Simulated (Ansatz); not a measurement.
Hf:

```
Hf
1.0
     3.19670    0.00000    0.00000
    -1.59835    2.76842    0.00000
     0.00000    0.00000    5.05780
Hf
2
Direct
  0.66667 0.33333 0.75000
  0.33333 0.66667 0.25000
```

Base run:

* Program: Ansatz 0.2.0
* Functional: LDA
* Potentials or basis: Ansatz PAW
* Cutoff: 420 eV (not typed: the program's choice for these potentials)
* k mesh: 10 × 10 × 5
* Occupations: fermi-dirac, width 0.05 eV
* Spin: no spin polarisation

Its results: band gap on the k mesh none (metal or under the smearing width); pressure -7.8 GPa.

Task: The run is repeated on the same cell with these changes: functional from LDA to PBE. What comes out?

Result: Band gap on the k mesh none (metal or under the smearing width); pressure 0.6 GPa.

PBE binds less tightly than LDA, so the same cell stands under more pressure.

Caveats: spin-orbit coupling is left out, which moves the levels of the heavy elements; the PAW data sets come from PBE, with cores solved anew for the run's functional, which leaves a small shift of forces and pressure (some runs).
